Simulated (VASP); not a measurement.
# SiO₂: forms and broadenings of the independent-particle spectrum

SiO₂, P4_2/mnm (no. 136), 6 atoms in the cell. PBE, independent-particle dielectric function; PAW potentials Si, O (PBE set).

## Input

INCAR.step1:
```
SYSTEM = SiO2
EDIFF = 1E-8
ENCUT = 460
ISMEAR = 0
KPAR = 4
LASPH = .TRUE.
LCHARG = .FALSE.
LEPSILON = .TRUE.
LWAVE = .FALSE.
PREC = Accurate
SIGMA = 0.02
```

INCAR.step2, as INCAR.step1 but for:
```
- LEPSILON = .TRUE.
- LWAVE = .FALSE.
+ LWAVE = .TRUE.
+ NBANDS = 80
```

INCAR.step3:
```
SYSTEM = SiO2
ALGO = None
CSHIFT = 0.1
EDIFF = 1E-7
ENCUT = 460
ISMEAR = 0
ISTART = 1
KPAR = 4
LASPH = .TRUE.
LCHARG = .FALSE.
LOPTICS = .TRUE.
LWAVE = .FALSE.
NBANDS = 80
NEDOS = 2000
NELM = 1
PREC = Accurate
SIGMA = 0.02
```

INCAR.step4, as INCAR.step3 but for:
```
+ LNABLA = .TRUE.
```

INCAR.step5, as INCAR.step4 but for:
```
- LNABLA = .TRUE.
+ IPEAD = 3
+ LPEAD = .TRUE.
```

INCAR.step6, as INCAR.step5 but for:
```
- IPEAD = 3
+ IPEAD = 2
```

INCAR.step7 changes the same tag again: IPEAD = 4.

INCAR.step8, as INCAR.step7 but for:
```
- CSHIFT = 0.1
- IPEAD = 4
- LPEAD = .TRUE.
+ CSHIFT = 0.2
```

INCAR.step9, as INCAR.step8 but for:
```
- CSHIFT = 0.2
+ CSHIFT = 0.01
```

INCAR.step10 changes the same tag again: CSHIFT = 0.5.

INCAR.step11, as INCAR.step10 but for:
```
- CSHIFT = 0.5
- ISMEAR = 0
+ CSHIFT = 0.1
+ ISMEAR = -5
```

INCAR.step12, as INCAR.step11 but for:
```
- ISMEAR = -5
- SIGMA = 0.02
+ ISMEAR = 0
+ SIGMA = 0.2
```

INCAR.step13, as INCAR.step12 but for:
```
- SIGMA = 0.2
+ OMEGAMAX = 12
+ SIGMA = 0.02
```

INCAR.step14, as INCAR.step13 but for:
```
- OMEGAMAX = 12
+ OMEGAMAX = 60
```

KPOINTS:
```
k-points
0
Gamma
  4 4 6
```

POSCAR:
```
SiO2
1.0
    4.2331690000      0.0000000000      0.0000000000
    0.0000000000      4.2331690000      0.0000000000
    0.0000000000      0.0000000000      2.6934950000
Si O
2 4
Direct
    0.0000000000      0.0000000000      0.0000000000
    0.5000000000      0.5000000000      0.5000000000
    0.8068390000      0.1931610000      0.5000000000
    0.3068390000      0.3068390000      0.0000000000
    0.1931610000      0.8068390000      0.5000000000
    0.6931610000      0.6931610000      0.0000000000
```

Commands (each step's output is kept before the next begins):
```
cat potpaw_PBE.64/Si/POTCAR potpaw_PBE.64/O/POTCAR > POTCAR
cp INCAR.step1 INCAR
mpirun -np 4 vasp_std > vasp.out
rm WAVECAR CHG
cp INCAR.step2 INCAR
mpirun -np 4 vasp_std > vasp.out
cp INCAR.step3 INCAR
mpirun -np 4 vasp_std > vasp.out
cp INCAR.step4 INCAR
mpirun -np 4 vasp_std > vasp.out
cp INCAR.step5 INCAR
mpirun -np 4 vasp_std > vasp.out
cp INCAR.step6 INCAR
mpirun -np 4 vasp_std > vasp.out
cp INCAR.step7 INCAR
mpirun -np 4 vasp_std > vasp.out
cp INCAR.step8 INCAR
mpirun -np 4 vasp_std > vasp.out
cp INCAR.step9 INCAR
mpirun -np 4 vasp_std > vasp.out
cp INCAR.step10 INCAR
mpirun -np 4 vasp_std > vasp.out
cp INCAR.step11 INCAR
mpirun -np 4 vasp_std > vasp.out
cp INCAR.step12 INCAR
mpirun -np 4 vasp_std > vasp.out
cp INCAR.step13 INCAR
mpirun -np 4 vasp_std > vasp.out
cp INCAR.step14 INCAR
mpirun -np 4 vasp_std > vasp.out
```

## Result

- Direct gap on the mesh (eV): 5.02
- Gap on the mesh (eV): 5.02
- Bands: 80

One ground state, settings moved in the last step alone:

| Settings | ε at zero frequency | Mean energy of the absorption, weighted by Im ε (eV) | Time (s) |
|---|---|---|---|
| longitudinal form, CSHIFT 0.1 | 3.54 | 13.95 | 3 |
| transversal form (LNABLA) | 3.51 | 13.96 | 4 |
| finite differences (LPEAD), order 3 | 3.53 | 13.98 | 8 |
| finite differences (LPEAD), order 2 | 3.51 | 14.01 | 6 |
| finite differences (LPEAD), order 4 | 3.53 | 13.97 | 9 |
| CSHIFT 0.2 | 3.54 | 13.92 | 3 |
| CSHIFT 0.01 | 3.54 | 13.96 | 3 |
| CSHIFT 0.5 | 3.53 | 13.83 | 3 |
| tetrahedron method | 3.51 | 14.06 | 3 |
| SIGMA 0.2 | 3.54 | 13.95 | 3 |
| OMEGAMAX 12, which cuts the spectrum short | 1.79 | – | 3 |
| OMEGAMAX 60 | 3.53 | 13.95 | 3 |

The mean energy covers the spectrum up to 20 eV.

On the same mesh, density-functional perturbation theory with local fields gives ε = 3.47.

Limits: The 4×4×6 mesh is coarse for a spectrum: peaks stand apart that a denser mesh merges.

VASP 6.6.1 took 130 s on 4 cores (Intel Xeon Platinum 8259CL @ 2.50GHz (Skylake/Cascade Lake)), a shared host.
